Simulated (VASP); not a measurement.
Input of a VASP 6.6.1 run:

The input INCAR:

```
ALGO = Normal
EDIFF = 1E-7
ENCUT = 520
GGA = PE
ISIF = 2
ISMEAR = -1
LASPH = T
LCHARG = T
LELF = T
LREAL = Auto
LVHAR = T
LWAVE = F
NBANDS = 54
NELM = 100
PREC = Accurate
SIGMA = 0.05
```

The input KPOINTS:

```
k-points
0
Gamma
  2 2 2
```

The input POSCAR:

```
LiF
1.0
   -3.1221590000     -5.4077370000      0.0000000000
    4.6832380000     -2.7038690000      0.0000000000
    0.0000000000      0.0000000000      4.9034710000
Li F
8 8
Direct
    0.4610935962      0.3227697420      0.4894696022
    0.5369713890      0.6467768785      1.0390802760
    0.2789523682      0.8316967122      0.4577165848
    0.2464753280      0.1702102613      0.9247734921
   -0.0505181546      0.3267129044      0.4065283551
    0.0124013961      0.6566651386      0.9024423719
    0.7757730738      0.8227185730      0.3946388181
    0.7419759739      0.2212714717      1.0021268607
    0.5026507278      0.3227586327      0.8816815680
    0.5096379241      0.6603915136      0.4175205686
    0.2837991175      0.8693058027      1.0177688417
    0.2136446792      0.1253262504      0.4989934681
    0.0038524450      0.3675721682      1.0811117268
    0.0323310230      0.6416591671      0.5456542926
    0.7465817314      0.8637927161      0.9481039044
    0.7063544328      0.1496082090      0.3525869736
```

Potentials or basis: VASP PAW PBE potentials, release 64 (Li_sv, F).

Launch:

```sh
$ cat potpaw_PBE.64/Li_sv/POTCAR potpaw_PBE.64/F/POTCAR > POTCAR
$ mpirun -np 1 vasp_std > vasp.out
```

(1) Estimate the largest force.

(2) Estimate the band gap on the k mesh.

## Answers

(1) 2.028 eV/Å.

(2) 6.60 eV, direct.

Caveat: the k mesh is coarse (spacing up to 0.64 Å⁻¹), so the values aren't converged; forces of over 1 eV/Å show positions far from the minimum, so gaps and moduli don't describe the material at rest.
